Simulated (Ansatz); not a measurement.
**ZnS: response to strain**

ZnS is deformed so: equal xy, yz and zx engineering shear strains of +2 %. What stress and forces result, by LAPW, PAW and all-electron datasets made for the crystal?

Computed with Ansatz 0.2.0 (DFT PBE, scalar-relativistic, unless a step's input says otherwise).

## 1. The structure to begin with

It takes space group F-43m (No. 216, cubic). The conventional cell has a = 5.409 Å, b = 5.409 Å, c = 5.409 Å, α = 90.00°, β = 90.00°, γ = 90.00°. Around Zn (site symmetry -43m) lie 4 S at 2.34 Å. S (site symmetry -43m) is surrounded by 4 Zn at 2.34 Å.

Structure file:

```
Zn S
1.0
     0.00000    2.70465    2.70465
     2.70465    0.00000    2.70465
     2.70465    2.70465    0.00000
Zn S
1 1
Direct
  0.00000 0.00000 0.00000
  0.75000 0.75000 0.75000
```

Atoms are numbered in the order of the input: Zn1, S2.

## 2. The deformed structure

Space group F-43m before, R3m after.

## 3. All-electron LAPW

input.yaml

```yaml
crystal:
  lattice:
    - [0.054093, 2.7316965, 2.7316965]
    - [2.7316965, 0.054093, 2.7316965]
    - [2.7316965, 2.7316965, 0.054093]
  atoms:
    - { symbol: Zn, position: [0.0, 0.0, 0.0] }
    - { symbol: S, position: [0.75, 0.75, 0.75] }
kpoints:
  mp_grid: { grid: [8, 8, 8] }
scf:
  occupations: { method: fermi_dirac, width: 0.01 }
hamiltonian:
  xc: pbe
  pseudopotentials: { kind: all_electron, lapw: { basis_error: 0.00025 } }
output:
  forces: true
  stress: true
  eigenvalues: true
```

Output, shortened:

```text
LAPW: plane waves up to 9.376 Å⁻¹, error target 2.5e-4 eV per atom; small_component_spin mean_spin; S in spheres of 1.042 Å, 14 of its electrons in bands, Dirac shells []; Zn in spheres of 1.285 Å, 20 of its electrons in bands, Dirac shells []
[...]
Pseudopotentials: kind: all_electron
Pseudopotential: Zn, LAPW, valence charge 20, Koelling and Harmon's equation, gaussian nucleus
Pseudopotential: S, LAPW, valence charge 14, Koelling and Harmon's equation, gaussian nucleus
Functional definition: PBE
[...]
Crystal: 2 atoms, lattice volume = 39.558 Å³
Basis set: ecut = 334.9519208389409 eV, 543 PW (Γ), exchange–correlation at level 2
Bands: 21, of which v1, the nominal top of the filled ones, is band 17 counted from 1 (16 counted from 0)
Symmetry: 6 space group operations
Space group: R3m (ITA 160), of the structure as read, at distance tolerance 3.4e-5 Å
k-points: 65 of 512 (time reversal used)
[...]
SCF iter   1: F=—  HF=-59737.755117 eV  |F-HF|=—  |Δ(HF+E_count)|=         —  Δρ=4.05e-2  dr2=1.07e0  ethr=3.13e-3  ⟨swp⟩=2.0  Hψ=9309  notcnv=0
[...]
the basis was enlarged: its passes take 528.3 KiB over the memory plan, 1 of 1 planned eigensolver slots
[...]
SCF iter   7: F=-59737.323821 eV  HF=-59737.323821 eV  |F-HF|=2.54e-9  |Δ(HF+E_count)|=   3.17e-6  Δρ=1.12e-5  dr2=6.15e-8  ethr=4.80e-9  ⟨swp⟩=3.0  Hψ=4047  notcnv=0
[...]
SCF converged after 7 iterations
Free energy (F): -59737.323821 eV
[...]
E sigma→0 (E₀):  -59737.323821 eV
Fermi energy:    8.339380 eV
[...]
--- Forces (eV/Å), atoms counted from 1 ---
  atom   1  Zn    -0.09741310    -0.09741310    -0.09741310
  atom   2  S      0.09734520     0.09734520     0.09734520
[...]
--- Stress (GPa, compression-positive) ---
        1.515519      -1.306923      -1.306923
       -1.306923       1.515519      -1.306923
       -1.306923      -1.306923       1.515519
  P = ⅓ Tr σ = 1.5155 GPa (15.155 kbar)
--- Band table (eV; the first three rows and the last of 65) ---
  k-point 0: bands = ["-197.3797", "-142.1544", "-142.1509", "-142.1509", "-117.5786", "-71.7493", "-71.7471", "-71.7471", "-5.8513", "0.9382", "0.9382", "0.9598", "1.4420", "1.4420", "7.1942", "7.3102", "7.3102", "9.3616", "13.3959", "13.7871", "13.7871"]
[...]
```

It took 13 s on 1 thread, shared host.

This run gives: pressure 1.52 GPa; gap on the k mesh 2.05 eV; largest force 0.169 eV/Å.

## 4. PAW on the default files

Changes to input.yaml since step 3:

```diff
@@ -14,3 +14,3 @@
   xc: pbe
-  pseudopotentials: { kind: all_electron, lapw: { basis_error: 0.00025 } }
+  pseudopotentials: { kind: paw }
 output:
@@ -19 +19,2 @@
   eigenvalues: true
+  efg: { contact_densities: true }
```

Output, shortened:

```text
[...]
Pseudopotentials: kind: paw
Pseudopotential: Zn, paw, valence charge 12, recommended cutoff 420 eV (normal)
Pseudopotential: S, paw, valence charge 6, recommended cutoff 420 eV (normal)
[... 1 set-up line as earlier in the session ...]
[...]
Crystal: 2 atoms, lattice volume = 39.558 Å³
Basis set: ecut = 420 eV, 761 PW (Γ), exchange–correlation on 54×54×54 points (8 copies of the dense FFT grid, shifted against one another)
Bands: 13, of which v1, the nominal top of the filled ones, is band 9 counted from 1 (8 counted from 0)
[... 2 set-up lines as earlier in the session ...]
k-points: 65 of 512 (time reversal used)
[...]
SCF iter   1: F=—  HF=-4222.720774 eV  |F-HF|=—  |Δ(HF+E_count)|=         —  Δρ=5.90e-4  dr2=1.78e-4  ethr=1.77e-3  ⟨swp⟩=5.9  Hψ=5171  notcnv=0
[...]
Fermi energy:    6.818233 eV
[...]
--- Forces (eV/Å), atoms counted from 1 ---
  atom   1  Zn    -0.09766040    -0.09766040    -0.09766040
  atom   2  S      0.09765726     0.09765726     0.09765726
[...]
--- Stress (GPa, compression-positive) ---
        1.504858      -1.310134      -1.310134
       -1.310134       1.504858      -1.310134
       -1.310134      -1.310134       1.504858
  P = ⅓ Tr σ = 1.5049 GPa (15.049 kbar)
--- PAW observables at the nuclei: V_zz in 10²¹ V/m², potentials from the cell's mean, atoms counted from 1 ---
  atom   1  Zn V_zz =    +1.162747   η = 0.0000   by run symmetry: allowed
            electrostatic potential = -3941.544665 V   contact ρ = 166603.842853 e/Å³
  atom   2  S  V_zz =    +0.590811   η = 0.0000   by run symmetry: allowed
            electrostatic potential = -1632.994906 V   contact ρ = 19765.119387 e/Å³
--- Band table (eV; the first three rows and the last of 65) ---
  k-point 0: bands = ["-7.3743", "-0.5819", "-0.5819", "-0.5603", "-0.0769", "-0.0769", "5.6744", "5.7907", "5.7907", "7.8388", "11.8732", "12.2644", "12.2644"]
[...]
```

It took 2.4 s on 1 thread, shared host.

Read from it: pressure 1.50 GPa; gap on the k mesh 2.05 eV; largest force 0.169 eV/Å; Vzz Zn1 1.16 (η = 0.00), S2 0.59 (η = 0.00) (10²¹ V/m²).

## 5. Datasets made for this crystal

Changes to input.yaml since step 4:

```diff
@@ -14,3 +14,3 @@
   xc: pbe
-  pseudopotentials: { kind: paw }
+  pseudopotentials: { kind: all_electron, datasets: crystal }
 output:
```

Output, shortened:

```text
[...]
[... 1 set-up line as earlier in the session ...]
Pseudopotential: Zn, paw, valence charge 20, recommended cutoff 280 eV (normal), Koelling and Harmon's equation, gaussian nucleus
Pseudopotential: S, paw, valence charge 6, recommended cutoff 280 eV (normal), Koelling and Harmon's equation, gaussian nucleus
[... 1 set-up line as earlier in the session ...]
[...]
Crystal: 2 atoms, lattice volume = 39.558 Å³
Basis set: ecut = 280 eV, 423 PW (Γ), exchange–correlation on 48×48×48 points (8 copies of the dense FFT grid, shifted against one another)
Bands: 13, of which v1, the nominal top of the filled ones, is band 9 counted from 1 (8 counted from 0)
[... 2 set-up lines as earlier in the session ...]
k-points: 65 of 512 (time reversal used)
[...]
--- Forces (eV/Å), atoms counted from 1 ---
  atom   1  Zn    -0.09748270    -0.09748270    -0.09748270
  atom   2  S      0.09749124     0.09749124     0.09749124
[...]
--- Stress (GPa, compression-positive) ---
        1.514081      -1.307576      -1.307576
       -1.307576       1.514081      -1.307576
       -1.307576      -1.307576       1.514081
  P = ⅓ Tr σ = 1.5141 GPa (15.141 kbar)
  It holds what live shells' own plane waves past their cutoff add
--- PAW observables at the nuclei: V_zz in 10²¹ V/m², potentials from the cell's mean, atoms counted from 1 ---
  atom   1  Zn V_zz =    +1.172492   η = 0.0000   by run symmetry: allowed
            electrostatic potential = -3941.466200 V   contact ρ = 166675.193345 e/Å³
  atom   2  S  V_zz =    +0.600663   η = 0.0000   by run symmetry: allowed
            electrostatic potential = -1632.865875 V   contact ρ = 19783.212246 e/Å³
--- Band table (eV; the first three rows and the last of 65) ---
  k-point 0: bands = ["-5.8512", "0.9384", "0.9384", "0.9599", "1.4421", "1.4421", "7.1942", "7.3103", "7.3103", "9.3618", "13.3960"]
[...]
```

Run time: 8.6 s. Hardware: 1 thread, shared host.

This run gives: pressure 1.51 GPa; gap on the k mesh 2.05 eV; largest force 0.169 eV/Å; Vzz Zn1 1.17 (η = 0.00), S2 0.60 (η = 0.00) (10²¹ V/m²).

## 6. Side by side

Stress (GPa, compression positive):

```csv
method,xx,yy,zz,yz,xz,xy
LAPW,1.52,1.52,1.52,-1.31,-1.31,-1.31
PAW,1.50,1.50,1.50,-1.31,-1.31,-1.31
crystal datasets,1.51,1.51,1.51,-1.31,-1.31,-1.31
```

Forces (eV/Å):

```csv
atom,LAPW x,LAPW y,LAPW z,PAW x,PAW y,PAW z,crystal datasets x,crystal datasets y,crystal datasets z
Zn1,-0.097,-0.097,-0.097,-0.098,-0.098,-0.098,-0.097,-0.097,-0.097
S2,0.097,0.097,0.097,0.098,0.098,0.098,0.097,0.097,0.097
```

```
          method  pressure (GPa)  gap on the k mesh (eV)  largest force (eV/Å)  Vzz Zn1 (10²¹ V/m²)  Vzz S2 (10²¹ V/m²)  SCF cycles, all passes   time
            LAPW            1.52                    2.05                 0.169                    –                   –                       7   13 s
             PAW            1.50                    2.05                 0.169                 1.16                0.59                       6  2.4 s
crystal datasets            1.51                    2.05                 0.169                 1.17                0.60                       9  8.6 s
```

## 7. What came out

```
                                 quantity                                           value
                                 pressure  LAPW 1.52, PAW 1.50, crystal datasets 1.51 GPa
largest shear or deviatoric stress (LAPW)                                        1.31 GPa
```

The largest part of the stress beyond the pressure is 1.31 GPa in size; the atoms are carried along and not relaxed. No run of the undeformed cell stands beside it, so the pressure holds what the given cell had before the change. PAW: stress within 0.01 GPa of LAPW, forces within 1 meV/Å. Crystal datasets: stress within 0.01 GPa of LAPW, forces within 1 meV/Å.
